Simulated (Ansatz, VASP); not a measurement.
**CdSe: VASP beside Ansatz**

```
CELL_PARAMETERS angstrom
0.00000 2.89748 2.89748
2.89748 0.00000 2.89748
2.89748 2.89748 0.00000
ATOMIC_POSITIONS crystal
Cd 0.00000 0.00000 0.00000
Se 0.50000 0.50000 0.50000
```

Change from the starting cell: volume scaled by 1.03.

Alike in both runs: task single point; functional PBE; k mesh 12 × 12 × 12; occupations fermi-dirac, width 0.03 eV; no spin polarisation.

```csv
,VASP,Ansatz
version,VASP 6.6.1,Ansatz 0.2.0
potentials or method,"VASP PAW PBE potentials, release 64 (Cd, Se), cutoff 520 eV","all-electron LAPW, scalar-relativistic"
```

Ansatz gave:

- pressure (GPa): -1.7

Q: What did VASP give for the same quantities?

A: Pressure (GPa): -1.4.

Ansatz ran all-electron here, so the differences hold the error of VASP's frozen core and of both bases.
